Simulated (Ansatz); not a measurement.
C under changes of volume

One of the cells (5.672 Å³/atom); the others are scaled copies at fixed shape and fractional positions:

```
C
1.0
     2.52210    0.00000    0.00000
    -1.26105    2.18420    0.00000
     0.00000    0.00000    8.23710
C
8
Cartesian
  1.2611 0.7281 6.9501
  0.0000 1.4561 2.8315
  1.2611 0.7281 5.4056
  0.0000 1.4561 1.2870
  0.0000 0.0000 7.4649
  0.0000 0.0000 3.3463
  0.0000 0.0000 4.8908
  0.0000 0.0000 0.7722
```

This is a hexagonal form of diamond, not graphite.

- Program: Ansatz 0.2.0
- Functional: r2SCAN
- Dispersion: D3(BJ)
- Potentials or basis: Ansatz PAW
- Cutoff: 500 eV (not typed: the program's choice for these potentials)
- k mesh: 12 × 12 × 4
- Occupations: fermi-dirac, width 0.05 eV
- Spin: no spin polarisation

| volume (Å³/atom) | energy over the lowest point (meV/atom) | pressure (GPa) | gap on the mesh (eV) | largest force (eV/Å) |
| --- | --- | --- | --- | --- |
| 5.332 | 21.26 | 25.9 | 4.80 | 0.403 |
| 5.445 | ? | ? | ? | ? |
| 5.559 | 0.03 | 4.7 | 4.70 | 0.373 |
| 5.672 | 0.00 | -4.5 | 4.64 | 0.359 |
| 5.785 | 6.19 | -12.9 | 4.59 | 0.346 |
| 5.899 | 18.05 | -20.5 | 4.54 | 0.333 |
| 6.012 | 35.05 | -27.4 | 4.49 | 0.322 |

Problem. What does the run at 5.445 Å³/atom give?

Solution. Energy over the lowest point 6.89 meV/atom; pressure 14.8 GPa; gap on the mesh 4.75 eV; largest force 0.387 eV/Å.

Worked out: A Birch-Murnaghan fit of order 3 (a polynomial in V^(-2/3)) to the other rows has its minimum at 5.62 Å³/atom with B0 = V·E''(V) = 456 GPa and B' = 3.6 at fixed shape and positions, which overstates the stiffness. It gives 6.93 meV/atom at 5.445 Å³/atom, against the run's 6.89, and -dE/dV = 14.9 GPa, against 14.8. A straight line through the other rows of the gap, of slope -2.6 eV per unit of ln V, gives 4.75 eV, against the run's 4.75.

Energies are extrapolated to zero smearing.

Caveats: the PAW data sets come from PBE, with cores solved anew for the run's functional, which leaves a small shift of forces and pressure; the dispersion damping was fitted for another functional or another form of the correction.

A mesh can miss the band edges.
